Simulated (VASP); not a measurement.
# Si (C2/c) in VASP: notebook

Runs on Si. Level: LDA. Tasks: single point.

All numbers are computed with VASP 6.6.1; they aren't measurements. Logs are shortened: lines on timing, memory, paths and dates and some standing lists are left out, and cuts for length are marked.

### Step 1. The cell of the first run

Symmetry: C2/c, No. 15, monoclinic system. Conventional cell: a = 5.402 Å, b = 5.618 Å, c = 3.897 Å, α = 90.00°, β = 133.88°, γ = 90.00°. Around Si (site symmetry 2) lie 4 Si at 2.39 to 2.42 Å.

### Step 2. Single point, LDA (mode 4 frozen in at -0.012 Å, equal normal strain along x and y +0.0400)

INCAR

```
SYSTEM = Si
PREC     = Accurate       ! precision mode
ENCUT    = 520            ! plane-wave cutoff, eV
EDIFF    = 1E-6           ! SCF threshold, eV
ISMEAR   = 0              ! smearing method
SIGMA    = 0.05           ! smearing width, eV
LREAL    = .FALSE.        ! projectors in reciprocal space
LASPH    = .TRUE.         ! aspherical terms in the spheres
NELM     = 100            ! most SCF steps
ALGO     = Fast           ! electronic algorithm
ISIF     = 2              ! what is computed and relaxed
LWAVE    = .FALSE.        ! write WAVECAR
LCHARG   = .FALSE.        ! write CHGCAR
GGA      = CA             ! functional
NBANDS   = 11             ! bands
```

KPOINTS

```
regular mesh
0
G
  12 12 12
  0 0 0
```

POSCAR

```
Si
1.0
    0.0000000000      2.8090125298      2.7009735863
    2.8090125298      0.0000000000      2.7009735863
    2.8090125298      2.8090125298      0.0000000000
Si
2
Direct
    0.5022214212      0.4977785788      0.4977785788
    0.7477785788      0.7522214212      0.7522214212
```

Potentials or basis: VASP PAW LDA potentials, release 64 (Si).

Command:

```
cat potpaw_LDA.64/Si/POTCAR > POTCAR
mpirun -np 1 vasp_std > vasp.out
```

OUTCAR:

```text
SYSTEM = Si
   PREC = Accurate
   ENCUT = 520
   EDIFF = 1E-6
   ISMEAR = 0
   LREAL = .FALSE.
   LASPH = .TRUE.
   NELM = 100
   ISIF = 2
   GGA = CA

 ion  position               nearest neighbor table
   1  0.502  0.498  0.498-   2 2.39   2 2.39   2 2.42   2 2.42
   2  0.748  0.752  0.752-   1 2.39   1 2.39   1 2.42   1 2.42

  LATTYP: Found a body centered tetragonal cell.
 ALAT       =     3.9725436165
 C/A-ratio  =     1.3598207330

  Lattice vectors:

 A1 = (   0.0000000000,  -2.8090125298,  -2.7009735863)
 A2 = (   0.0000000000,   2.8090125298,  -2.7009735863)
 A3 = (   2.8090125298,   0.0000000000,   2.7009735863)

Analysis of symmetry for initial positions (statically):
=====================================================================
 Subroutine PRICEL returns:
 Original cell was already a primitive cell.

 Routine SETGRP: Setting up the symmetry group for a
 body centered tetragonal supercell.

 Subroutine GETGRP returns: Found  4 space group operations
 (whereof  2 operations were pure point group operations)
 out of a pool of 16 trial point group operations.

The static configuration has the point symmetry C_2 .
 The point group associated with its full space group is C_2h.

Analysis of symmetry for dynamics (positions and initial velocities):
=====================================================================
 Subroutine PRICEL returns:
 Original cell was already a primitive cell.

 Routine SETGRP: Setting up the symmetry group for a
 body centered tetragonal supercell.

 Subroutine GETGRP returns: Found  4 space group operations
 (whereof  2 operations were pure point group operations)
 out of a pool of 16 trial point group operations.

The dynamic configuration has the point symmetry C_2 .
 The point group associated with its full space group is C_2h.

 Subroutine INISYM returns: Found  4 space group operations
 (whereof  2 operations are pure point group operations),
 and found     1 'primitive' translations

----------------------------------------------------------------------------------------

                                     Primitive cell

  volume of cell :      42.6243

  direct lattice vectors                    reciprocal lattice vectors
     0.000000000  2.809012530  2.700973586    -0.177998494  0.177998494  0.185118434
     2.809012530  0.000000000  2.700973586     0.177998494 -0.177998494  0.185118434
     2.809012530  2.809012530  0.000000000     0.177998494  0.177998494 -0.185118434

  length of vectors
     3.896897446  3.896897446  3.972543617     0.312467218  0.312467218  0.312467218

  position of ions in fractional coordinates (direct lattice)
     0.502221421  0.497778579  0.497778579
     0.747778579  0.752221421  0.752221421

  ion indices of the primitive-cell ions
   primitive index   ion index
                 1           1
                 2           2

----------------------------------------------------------------------------------------

 KPOINTS: regular mesh

Automatic generation of k-mesh.
 Grid dimensions read from file:
 generate k-points for:   12   12   12

 Generating k-lattice:

  Cartesian coordinates                     Fractional coordinates (reciprocal lattice)
    -0.014833208  0.014833208  0.015426536     0.083333333 -0.000000000  0.000000000
     0.014833208 -0.014833208  0.015426536    -0.000000000  0.083333333  0.000000000
     0.014833208  0.014833208 -0.015426536     0.000000000  0.000000000  0.083333333

  Length of vectors
     0.026038935  0.026038935  0.026038935

  Shift w.r.t. Gamma in fractional coordinates (k-lattice)
     0.000000000  0.000000000  0.000000000

 Subroutine IBZKPT returns following result:
 ===========================================

 Found    476 irreducible k-points:

 Following reciprocal coordinates:
            Coordinates               Weight
  0.000000  0.000000  0.000000      1.000000
  0.083333  0.000000  0.000000      4.000000
  0.000000  0.000000 -0.083333      4.000000
  0.166667  0.000000  0.000000      4.000000
  0.000000  0.000000 -0.166667      4.000000
  0.250000  0.000000  0.000000      4.000000
[... 16 lines left out ...]
  0.500000  0.083333  0.000000      4.000000
  0.083333  0.083333 -0.416667      4.000000
 [... further k-points ...]
   k-points           NKPTS =    476   k-points in BZ     NKDIM =    476   number of bands    NBANDS=     11
   number of dos      NEDOS =    301   number of ions     NIONS =      2
   total plane-waves  NPLWV =  27000
   dimension x,y,z NGX =    30 NGY =   30 NGZ =   30
   dimension x,y,z NGXF=    60 NGYF=   60 NGZF=   60
   ions per type =               2
   NGX,Y,Z   is equivalent  to a cutoff of  12.80, 12.80, 12.55 a.u.
   NGXF,Y,Z  is equivalent  to a cutoff of  25.60, 25.60, 25.11 a.u.
 SYSTEM =  Si
   PREC   = accura    normal or accurate (medium, high low for compatibility)
   ISTART =      0    job   : 0-new  1-cont  2-samecut
   ICHARG =      2    charge: 1-file 2-atom 10-const
   ISPIN  =      1    spin polarized calculation?
   LNONCOLLINEAR =      F non collinear calculations
   LSORBIT =      F    spin-orbit coupling
   LASPH  =      T    aspherical Exc in radial PAW
   ENCUT  =  520.0 eV  38.22 Ry    6.18 a.u.   7.25  7.25  7.39*2*pi/ulx,y,z
   NELM   =    100;   NELMIN=  2; NELMDL= -5     # of ELM steps
   EDIFF  = 0.1E-05   stopping-criterion for ELM
   LREAL  =      F    real-space projection
   EDIFFG = 0.1E-04   stopping-criterion for IOM
   NSW    =      0    number of steps for IOM
   IBRION =     -1    ionic relax: 0-MD 1-quasi-New 2-CG
   NFREE  =      0    steps in history (QN), initial steepest desc. (CG)
   ISIF   =      2    stress and relaxation
   ISYM   =      2    0-nonsym 1-usesym 2-fastsym
   POTIM  = 0.5000    time-step for ionic-motion
   TEBEG  =    0.0;   TEEND  =   0.0 temperature during run
   PSTRESS=    0.0 pullay stress
   NELECT =       8.0000    total number of electrons
   NUPDOWN=      -1.0000    fix difference up-down
   EMIN   =  10.00;   EMAX   =-10.00  energy-range for DOS
   EFERMI =   0.00;   METHOD = LEGACY
   ISMEAR =     0;   SIGMA  =   0.05  broadening in eV -4-tet -1-fermi 0-gaus
   EFERMI_NEDOS =   21; number of points for ismear=-14 and -15
   IALGO  =     68    algorithm
   IMIX   =      4    mixing-type and parameters
     AMIX     =   0.40;   BMIX     =  1.00
     AMIX_MAG =   1.60;   BMIX_MAG =  1.00
  volume/ion in A,a.u.               =      21.31       143.82
  Fermi-wavevector in a.u.,A,eV,Ry     =   0.937315  1.771269 11.953528  0.878560
  Thomas-Fermi vector in A             =   2.064414
   LORBIT       =      0    0 simple, 1 ext, 2 COOP (PROOUT), +10 PAW based schemes
   GGA     = CA    functional components
   LHFCALC =     F    Hartree Fock is set to
   AEXX    =    0.0000 exact exchange contribution
   IVDW    =     0    specifies the selected vdW correction
   LEPSILON=     F    determine dielectric tensor
   LRPA    =     F    only Hartree local field effects (RPA)
 non-spin polarized calculation
 RMM-DIIS sequential band-by-band and
 Gauss-broadening in eV      SIGMA  =   0.05
  energy-cutoff  :      520.00
  volume of cell :       42.62
 maximum number of plane-waves:      1178
 NGX is ok and might be reduce to    30
   NGX = 15   NGY = 15   NGZ = 15

 number of electron       8.0000000 magnetization

 Free energy of the ion-electron system (eV)
  ---------------------------------------------------
  ext. energy  EPLUGINS =         0.00000000
  ---------------------------------------------------
  free energy    TOTEN  =       -11.83586459 eV

  energy without entropy =      -11.83585575  energy(sigma->0) =      -11.83586017

 E-fermi :   5.4269     XC(G=0):  -9.3740

 val. band max:        5.3683583344   @ k =   0.0000   0.0000   0.0000
 cond. band min:       5.4965179140   @ k =   0.4167   0.4167   0.0000
 fundamental gap:      0.1281595796
 Fermi energy:         5.4268898232

 k-point     1 :       0.0000    0.0000    0.0000
  band No.  band energies     occupation
      1      -6.3905      2.00000
      2       5.0234      2.00000
      3       5.0703      2.00000
      4       5.3684      1.90218
      5       7.5263      0.00000
      6       7.6443      0.00000
      7       7.7003      0.00000
      8       7.7315      0.00000
      9      12.5106      0.00000
     10      12.5705      0.00000
     11      13.1590      0.00000

 k-point     2 :       0.0833    0.0000    0.0000
  band No.  band energies     occupation
      1      -6.3046      2.00000
      2       4.3112      2.00000
      3       4.9010      2.00000
      4       5.0904      2.00000
      5       7.4532      0.00000
      6       7.8316      0.00000
      7       7.9137      0.00000
      8       8.5261      0.00000
      9      12.2849      0.00000
     10      12.8550      0.00000
     11      12.9507      0.00000

 k-point     3 :       0.0000    0.0000   -0.0833
  band No.  band energies     occupation
      1      -6.3038      2.00000
      2       4.2106      2.00000
      3       4.9109      2.00000
      4       5.2012      2.00000
      5       7.5207      0.00000
      6       7.7684      0.00000
      7       7.9137      0.00000
      8       8.5086      0.00000
      9      12.2693      0.00000
     10      12.8327      0.00000
     11      12.9580      0.00000
[... 267 lines left out ...]
 k-point    23 :       0.5000    0.0833    0.0000
  band No.  band energies     occupation
      1      -4.1853      2.00000
      2      -1.4113      2.00000
      3       3.5365      2.00000
      4       3.7078      2.00000
      5       6.7671      0.00000
      6       8.5370      0.00000
      7       8.6595      0.00000
      8      12.6134      0.00000
      9      13.7228      0.00000
     10      15.6545      0.00000
     11      16.2456      0.00000

 k-point    24 :       0.0833    0.0833   -0.4167
  band No.  band energies     occupation
      1      -4.1305      2.00000
      2      -1.5336      2.00000
      3       3.6016      2.00000
      4       3.7009      2.00000
      5       6.8032      0.00000
      6       8.5499      0.00000
      7       8.7388      0.00000
      8      12.6490      0.00000
      9      13.6621      0.00000
     10      15.5637      0.00000
     11      16.2025      0.00000

 [... further k-points ...]

------------------------ aborting loop because EDIFF is reached ----------------------------------------

  FORCE on cell =-STRESS in cart. coord.  units (eV):
  Direction    XX          YY          ZZ          XY          YZ          ZX
  --------------------------------------------------------------------------------------
  -------------------------------------------------------------------------------------
  Total       -2.0149593     -2.0074017     -1.0779525      0.0000000     -0.1647991      0.0000000
  in kB      -75.7389329    -75.4548534    -40.5184211      0.0000000     -6.1945212      0.0000000
  external PRESSURE =     -63.9040692 kB  Pullay stress =       0.0000000 kB

 VOLUME and BASIS-vectors are now :
 -----------------------------------------------------------------------------
  energy-cutoff  :      520.00
  volume of cell :       42.62
      direct lattice vectors                 reciprocal lattice vectors
     0.000000000  2.809012530  2.700973586    -0.177998494  0.177998494  0.185118434
     2.809012530  0.000000000  2.700973586     0.177998494 -0.177998494  0.185118434
     2.809012530  2.809012530  0.000000000     0.177998494  0.177998494 -0.185118434

 POSITION                                       TOTAL-FORCE (eV/Angst)
 -----------------------------------------------------------------------------------
      2.79653      2.80901      2.70097         0.288791      0.000000      0.000000
      4.22600      4.21352      4.05146        -0.288791      0.000000      0.000000
 -----------------------------------------------------------------------------------
    total drift:                               -0.000000      0.000000      0.000000

  FREE ENERGIE OF THE ION-ELECTRON SYSTEM (eV)
  ---------------------------------------------------
  free  energy   TOTEN  =       -11.8358645896 eV

  energy  without entropy=      -11.8358557474  energy(sigma->0) =      -11.83586017
```

Run time: 3.2 min. Hardware: 1 thread of AMD EPYC 7R13 (Zen 3), shared host; peak memory 0.24 GiB.

Results:

- Free energy: -11.8359 eV
- Pressure: -6.4 GPa
- Largest force: 0.289 eV/Å
- Band gap on the k mesh: 0.13 eV, indirect (least direct gap 2.10 eV)

Forces in eV/Å, atoms in the order of the input:
```
Si   0.289  0.000  0.000
Si  -0.289  0.000  0.000
```

Stress tensor (GPa, compression positive):
```
-7.57  0.00  0.00
 0.00 -7.55 -0.62
 0.00 -0.62 -4.05
```

### Step 3. Single point, LDA (mode 4 frozen in at -0.036 Å, equal normal strain along x and y +0.0267)

INCAR

```
  ALGO = Fast
  EDIFF = 1E-6
  ENCUT = 520
  GGA = CA
  ISIF = 2
  ISMEAR = 0
  LASPH = True
  LCHARG = True
  LELF = True
  LREAL = False
  LVHAR = True
  LWAVE = False
  NBANDS = 11
  NELM = 80
  PREC = Accurate
  SIGMA = 0.05
```

KPOINTS

```
k-points
0
Gamma
  12 12 12
```

POSCAR

```
Si
1.0
    0.0000000000      2.7730895811      2.7009735863
    2.7730895811      0.0000000000      2.7009735863
    2.7730895811      2.7730895811      0.0000000000
Si
2
Direct
    0.5066642636      0.4933357364      0.4933357364
    0.7433357364      0.7566642636      0.7566642636
```

Potentials or basis: VASP PAW LDA potentials, release 64 (Si).

Command:

```
cat potpaw_LDA.64/Si/POTCAR > POTCAR
mpirun -np 1 vasp_std > vasp.out
```

Wall time 2.7 min (1 thread of AMD EPYC 7R13 (Zen 3), shared host); peak memory 0.24 GiB.

The run converged. Its results:

* Free energy: -11.8499 eV
* Pressure: -4.4 GPa
* Largest force: 0.895 eV/Å
* Band gap on the k mesh: none (metal or under the smearing width)

Forces in eV/Å, atoms in the order of the input:
```
Si   0.895  0.000  0.000
Si  -0.895  0.000  0.000
```

Stress tensor (GPa, compression positive):
```
-5.35  0.00  0.00
 0.00 -5.07 -2.19
 0.00 -2.19 -2.71
```

Levels at points of the mesh, in eV from the Fermi level:
```csv
k point,band 1,band 2,band 3,band 4,band 5,band 6,band 7,band 8,band 9
"(0.00, 0.00, 0.00)",-12.08,-0.69,-0.40,0.03,1.92,2.16,2.35,2.42,7.13
"(0.50, 0.00, 0.00)",-9.91,-7.01,-1.73,-1.39,0.86,2.60,3.18,7.04,10.05
"(0.00, 0.00, 0.50)",-9.74,-7.36,-1.73,-1.22,0.96,2.82,3.21,7.16,9.76
"(0.50, 0.50, 0.00)",-7.97,-7.97,-3.23,-3.23,0.17,0.17,9.30,9.30,10.43
"(0.50, 0.00, 0.50)",-8.12,-8.12,-3.04,-3.04,0.37,0.37,9.25,9.25,10.44
"(0.00, 0.50, 0.50)",-8.34,-7.87,-3.18,-2.94,0.20,0.55,9.16,9.29,10.48
```
